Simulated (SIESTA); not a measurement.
**Br under changes of volume**

One of the cells (34.668 Å³/atom); the others are scaled copies at fixed shape and fractional positions:

```
Br
1.0
     3.38552   -2.33793    0.00000
     3.38552    2.33793    0.00000
     0.00000    0.00000    8.75993
Br
4
Cartesian
  3.3855 0.6308 3.4172
  3.3855 1.7072 7.7972
  3.3855 -0.6308 5.3427
  3.3855 -1.7072 0.9627
```

| Property | Result |
| --- | --- |
| Program | SIESTA 5.4.2 |
| Functional | PBEsol |
| Potentials or basis | PseudoDojo 0.4 standard (PBEsol files) |
| Basis | DZP (energy shift 0.003 Ry) |
| Grid cutoff | 500 Ry |
| Energy shift | 0.003 Ry |
| k mesh | 7 × 7 × 3 |
| Occupations | fermi-dirac, width 0.05 eV |
| Spin | no spin polarisation |

```csv
volume (Å³/atom),energy over the lowest point (meV/atom),pressure (GPa),gap on the mesh (eV),largest force (eV/Å)
31.949,?,?,?,?
32.629,7.44,1.6,1.90,1.837
33.308,2.21,0.9,1.83,1.558
34.668,0.00,-0.3,1.70,1.057
35.348,2.43,-0.8,1.64,0.835
36.028,6.89,-1.3,1.58,0.628
```

**Question.** What does the run at 31.949 Å³/atom give?

**Answer.** Energy over the lowest point 15.85 meV/atom; pressure 2.4 GPa; gap on the mesh 1.97 eV; largest force 2.136 eV/Å.

Worked out: A Birch-Murnaghan fit of order 3 (a polynomial in V^(-2/3)) to the other rows has its minimum at 34.28 Å³/atom with B0 = V·E''(V) = 29 GPa and B' = 4.8 at fixed shape and positions, which overstates the stiffness. It gives 15.88 meV/atom at 31.949 Å³/atom, against the run's 15.85, and -dE/dV = 2.4 GPa, against 2.4. A straight line through the other rows of the gap, of slope -3.22 eV per unit of ln V, extrapolates to 1.97 eV, against the run's 1.97.

Energies are extrapolated to zero smearing.

Caveats: an odd mesh through Γ misses points on the zone boundary, where band edges often lie; the basis of atomic orbitals isn't converged, which shifts pressures, moduli and gaps; forces of over 1 eV/Å show positions far from the minimum, so gaps and moduli don't describe the material at rest (some runs). Spin-orbit coupling on Br is left out.
